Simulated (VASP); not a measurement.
# Co: magnetic anisotropy

Co, P6_3/mmc (no. 194), 2 atoms in the cell. PBE, spin-orbit coupling, magnetic anisotropy; PAW potentials Co (PBE set).

Starting moments (muB): 2.5, 2.5; Method: fixed density (force theorem); Directions run: 4.

## Input

INCAR.step1:
```
ALGO = Normal ; EDIFF = 1E-8
ENCUT = 450 ; GGA = PE
GGA_COMPAT = False ; ISMEAR = -5
ISPIN = 2 ; ISYM = 2
LASPH = True ; LCHARG = True
LMAXMIX = 4 ; LORBIT = 11
LREAL = False ; LWAVE = False
MAGMOM = 2.5 2.5 ; NBANDS = 17
NELM = 200 ; PREC = Accurate
SIGMA = 0.1
```

INCAR.step2, as INCAR.step1 but for:
```
- ISPIN = 2
- LCHARG = True
- MAGMOM = 2.5 2.5
- NBANDS = 17
+ ICHARG = 11
+ LCHARG = False
+ LORBMOM = True
+ LSORBIT = True
+ MAGMOM = 0 0 2.5 0 0 2.5
+ NBANDS = 34
+ SAXIS = 0 0 1
```

INCAR.step3, as INCAR.step2 but for:
```
- SAXIS = 0 0 1
+ SAXIS = 0.5 0 0.866
```

INCAR.step4 to INCAR.step5 change the same tag again: SAXIS = 0.866 0 0.5, 1 0 0.

KPOINTS:
```
k-points
0
Gamma
  23 23 13
```

POSCAR:
```
Co
1.0
    2.4719999032      0.0000000000      0.0000000000
   -1.2359999516      2.1408147143      0.0000000000
    0.0000000000      0.0000000000      4.0211440800
Co
2
Direct
    0.6666666667      0.3333333333      0.7500000000
    0.3333333333      0.6666666667      0.2500000000
```

Commands (each step's output is kept before the next begins):
```
cat potpaw_PBE.64/Co/POTCAR > POTCAR
cp INCAR.step1 INCAR
mpirun -np 8 vasp_std > vasp.out
cp INCAR.step2 INCAR
mpirun -np 8 vasp_ncl > vasp.out
cp INCAR.step3 INCAR
mpirun -np 8 vasp_ncl > vasp.out
cp INCAR.step4 INCAR
mpirun -np 8 vasp_ncl > vasp.out
cp INCAR.step5 INCAR
mpirun -np 8 vasp_ncl > vasp.out
```

## Result

- Largest energy difference between the axes (meV per magnetic atom): 0.00
- Spin moment (muB per cell): 3.16

Energy by direction of the moments:

| Axis (Cartesian) | Energy (meV per magnetic atom) | Orbital moments (muB) |
|---|---|---|
| 0.00 0.00 1.00 | 0.000 | 0.076 0.076 |
| 0.50 0.00 0.87 | 0.002 | 0.075 0.075 |
| 0.87 0.00 0.50 | 0.001 | 0.073 0.073 |
| 1.00 0.00 0.00 | 0.000 | 0.072 0.072 |

The moments started parallel.

Limits: Only one order of the moments was run; differences under 0.02 meV aren't resolved.

VASP 6.6.1 took 1791 s on 8 cores (Intel Xeon Platinum 8488C (Sapphire Rapids)), a shared host.
